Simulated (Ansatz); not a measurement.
Crystal: In.

```
In
1.0
    -1.88253    1.88253    1.88253
     1.88253   -1.88253    1.88253
     1.88253    1.88253   -1.88253
In
1
Cartesian
  0.0000 0.0000 0.0000
```

This isn't the form of In at room conditions, which is tetragonal.

Program: Ansatz 0.2.0. Alike in all runs: task band structure; potentials or basis Ansatz PAW; cell as given; cutoff (eV) 420; smearing fermi-dirac 0.05 eV.

Q: Order these runs on this cell by their pressure, lowest first.
A. level LDA; spin SOC, no magnetisation; k mesh 7 × 7 × 7
B. level revPBE; spin off; k mesh 10 × 10 × 10
C. level BLYP; spin off; k mesh 10 × 10 × 10
D. level PBEsol; spin SOC, no magnetisation; k mesh 7 × 7 × 7

A: A (-3.0 GPa), D (-1.4 GPa), B (2.7 GPa), C (5.6 GPa).

Caveats: the PAW data sets come from PBE, with cores solved anew for the run's functional, which leaves a small shift of forces and pressure.
